Why should a finer sampling of the electron states of a metal make its energy and pressure worse, and its forces better at the same time? In Al₃Cu₂ this happens at a k-point spacing of 0.625 1/Å. The atoms and the cell are the same in every row, so only the mesh of k-points, on which the band energies are averaged, can be responsible.

GPAW 26.7.0 calculations with the r2SCAN functional for Al₃Cu₂ (P-3m1, 5-atom cell) at fixed geometry, without spin polarisation, using PAW data sets (gpaw-data 1.2.1), a 600 eV plane-wave cutoff and Fermi-Dirac smearing of 0.05 eV. The sweep value is the k-point spacing in 1/Å, and energies are extrapolated to zero smearing.

| sweep value | energy less tightest (meV/atom) | pressure (GPa) | force miss (eV/Å) | largest force (eV/Å) | scf iterations |
| --- | --- | --- | --- | --- | --- |
| 1.25 | 299.41 | 3.969 | 0.401 | 0.390 | 13 |
| 0.8333 | 102.25 | 1.538 | 0.217 | 0.207 | 12 |
| 0.625 | 132.16 | 3.345 | 0.080 | 0.069 | 13 |
| 0.5 | 32.59 | 2.200 | 0.032 | 0.048 | 12 |
| 0.4032 | -1.21 | 1.088 | 0.049 | 0.032 | 12 |
| 0.3333 | 2.29 | 1.132 | 0.015 | 0.026 | 13 |
| 0.2778 | 0.00 | 1.124 | 0.000 | 0.017 | 12 |

"Energy less tightest" is the energy relative to the finest mesh, in the last row. "Force miss" is the largest deviation of an atom's force from its value on that mesh, and "largest force" is the biggest force on any atom. The printed output after this text gives the mesh behind each row and the changes from row to row.

**From 1.25 to 0.8333.** The spacing in the first column is an upper bound, because each direction of the crystal must be cut into a whole number of divisions. This first step takes the mesh from 2×2×2 to 3×3×2, so it refines only the two directions in the plane. The energy falls by 197 meV/atom and the force miss is roughly halved. Since the c direction is left alone, the whole change comes from the sampling within the plane.

A simpler system shows what goes wrong on such meshes. Take a chain of atoms with one orbital each and the band energy $-2t\cos k$, where $t$ measures the coupling between neighbours and $k$ is the phase from one atom to the next. If the band is full, the cosines cancel on any evenly spaced mesh of two or more points, and the average is exact. If it is half full, the exact energy is $-2t/\pi\approx-0.64t$ per atom and spin. Four points starting at $k=0$ give $-0.50t$, while six give $(-2-1-1)t/6\approx-0.67t$.

The error thus changes sign as the mesh grows, and the half-filled band is to blame. Its occupation stops abruptly at the Fermi level, and a few points can't tell where between them the edge lies. In mathematical terms, the occupied band energy is a sum of waves in $k$, and a mesh mistakes some of these waves for constants. A sharp edge needs many short waves, so there is something left to mistake even on a fine mesh. The comparison with the chain holds for the kind of error, not for its size: the edge in Al₃Cu₂ is a surface that cuts the mesh in many places, and part of the error averages out.

**From 0.8333 to 0.625.** Here only the third direction, along the c axis, is refined, from two divisions to three. The tighter spacing asks for 2.01 divisions, which is rounded up to three; a spacing of 0.63 would have left the mesh as it was. The energy rises by 30 meV/atom, and the pressure moves from 0.4 to 2.2 GPa above its value on the finest mesh. The new mesh mistakes a different set of waves for constants, and no general rule says whether the energy then rises or falls.

One possible reading is that two errors had opposed each other at 0.8333. Sampling within the plane was still coarse and pushed the energy up, while the two divisions along c pulled it down. The third division then removed the pull and laid the first error bare. The next row supports the part about the plane, since refining the plane alone lowers the energy by 100 meV/atom. The pull along c remains a guess: three divisions may instead push the energy up, because the table gives the difference between two samplings along c, not the error of each. Nor do the outputs say whether the meshes contain the point at zero wave number, so the change from an even to an odd number of divisions may play a part of its own.

The forces don't share this setback: their miss falls from 0.217 to 0.080 eV/Å. A force measures how the energy responds when an atom moves, and a pressure how it responds when the cell changes volume. Each weights the electron states in its own way, so errors that cancel in one needn't cancel in another. Pressure alone would even rank the mesh at 0.8333 above the one at 0.5, although its energy is three times as far off.

**From 0.5 to 0.4032.** Now energy and pressure come within 2 meV/atom and 0.04 GPa of the finest mesh. The largest force also shrinks, from 0.048 to 0.032 eV/Å, which looks like further progress. Yet the force miss grows.

The symmetry of the crystal resolves the contradiction. Each atom lies on a threefold axis or at a centre of inversion, so a force can only point up or down the c axis, or vanish. On the finest mesh the largest force is 0.017 eV/Å. At 0.4032 the miss equals the sum of the largest forces on the two meshes, $0.032+0.017=0.049$ eV/Å. That is possible only if both act on the same atom and point in opposite directions.

At 0.5 the miss is instead the difference between the largest force there and that on the finest mesh, within rounding, so the force had the right direction but was too strong. Between these two rows it swings through zero by about 0.08 eV/Å. Its error changes sign too, as in the chain, but the table hides this because it lists only sizes. A smaller force on a given mesh is therefore no sign of a better one. Someone who relaxes the atoms at 0.4032 would start by moving some of them the wrong way, as judged by the finest mesh.

**From 0.4032 to 0.2778.** The last three energies scatter within 3.5 meV/atom, in no meaningful order. The value of −1.21 meV/atom at 0.4032 doesn't mark a better ground state, since a change of mesh may move the energy either way. The zero in the last row holds by definition, and that mesh has an error of its own.

An estimate shows why the scatter persists. The calculation softens the edge of the occupation with a smearing width of 0.05 eV, so that the occupation falls from nine tenths to one tenth over about 0.2 eV. This helps only if neighbouring k-points differ by a comparable energy. Treat the outer electrons as free, three from each Al and one from each Cu, or 11 in a cell of five atoms with 14.48 Å³ each. Their density $n$ sets the wave number $k_F$ at the Fermi level, and $k_F$ sets the slope of the band there:

$$k_F=(3\pi^2 n)^{1/3}\approx 1.7\ \text{Å}^{-1},\qquad \frac{\hbar^2k_F}{m}\approx 13\ \text{eV Å}.$$

Here $m$ is the electron mass and $\hbar$ the reduced Planck constant. One step of the finest mesh within the plane is 0.25 1/Å, so where the step runs along the steepest slope, the band energy changes by about 3 eV from point to point, some sixty times the smearing width.

Real bands are flatter where the d electrons of copper mix in, but even with a third of the slope the band energy would change by about 1 eV from point to point, still well beyond the softened range. The estimate shows why an uneven approach is to be expected; it can't predict the error of a single row.

The analysis program printed:

```
Meshes and real spacings in 1/A:
     row  in-plane divisions  c divisions  c divisions before rounding up  points in full mesh  in-plane spacing  c spacing
    1.25                   2            2                           1.007                    8            0.8865     0.6292
  0.8333                   3            2                            1.51                   18             0.591     0.6292
   0.625                   3            3                           2.013                   27             0.591     0.4195
     0.5                   4            3                           2.517                   48            0.4433     0.4195
  0.4032                   5            4                           3.121                  100            0.3546     0.3146
  0.3333                   6            4                           3.776                  144            0.2955     0.3146
  0.2778                   7            5                            4.53                  245            0.2533     0.2517
Changes from the row above and pressure miss:
     row  energy step meV/atom  pressure step GPa  pressure less tightest GPa  force miss step eV/A
    1.25                   n/a                n/a                       2.845                   n/a
  0.8333                -197.2             -2.431                       0.414                -0.184
   0.625                 29.91              1.807                       2.221                -0.137
     0.5                -99.57             -1.145                       1.076                -0.048
  0.4032                 -33.8             -1.112                      -0.036                 0.017
  0.3333                   3.5              0.044                       0.008                -0.034
  0.2778                 -2.29             -0.008                           0                -0.015
Energy removed by the two early steps that refine only the plane (meV/atom): 296.7
Force miss at 0.8333 over force miss at 0.625 (ratio): 2.712
Spread of the last three energies (meV/atom): 3.5
Spread of the last three pressures (GPa): 0.044
Largest force at 0.4032 plus largest force at 0.2778 (eV/A): 0.049
Largest force at 0.5 less largest force at 0.2778 (eV/A): 0.031
Swing of the force between 0.5 and 0.4032 if it reverses (eV/A): 0.08
Free-electron band slope at the Fermi level (eV A): 12.58
Band energy change over one in-plane step of the tightest mesh (eV): 3.186
That change over the smearing width of 0.05 eV (ratio): 63.72
```
